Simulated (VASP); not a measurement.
A run of VASP 6.6.1 is set up as follows.

INCAR

```
ALGO = Normal
EDIFF = 1E-6
ENCUT = 520
GGA = PE
ISIF = 2
ISMEAR = 1
IVDW = 12
LASPH = True
LCHARG = True
LREAL = False
LVHAR = True
LWAVE = False
NELM = 120
PREC = Accurate
SIGMA = 0.1
```

Contents of KPOINTS:

```
k-points
0
Gamma
  14 14 14
```

POSCAR

```
Si2Ni                                   
1.0
   -0.0000000000      2.6905273081      2.6905273081
    2.6905273081     -0.0000000000      2.6905273081
    2.6905273081      2.6905273081     -0.0000000000
  Ni              Si            
     1     2
Direct
     0.0000000000000000    0.0000000000000000    0.0000000000000000
     0.2500000000000000    0.2500000000000000    0.2500000000000000
     0.7500000000000000    0.7500000000000000    0.7500000000000000
```

Potentials or basis: VASP PAW PBE potentials, release 64 (Ni, Si).

The run is started by

```sh
$ cat potpaw_PBE.64/Ni/POTCAR potpaw_PBE.64/Si/POTCAR > POTCAR
$ mpirun -np 1 vasp_std > vasp.out
```

Q: Predict the dispersion energy per atom.

A: -0.451 eV.

Q: What does it give for the pressure?

A: -0.2 GPa.

Q: What does it give for the band gap on the k mesh?

A: None (metal or under the smearing width).

Caveat: pairwise dispersion overbinds metals, which lowers pressure and volume. Spin polarisation is off, so any magnetic state and its effect on volume and gap are missing.
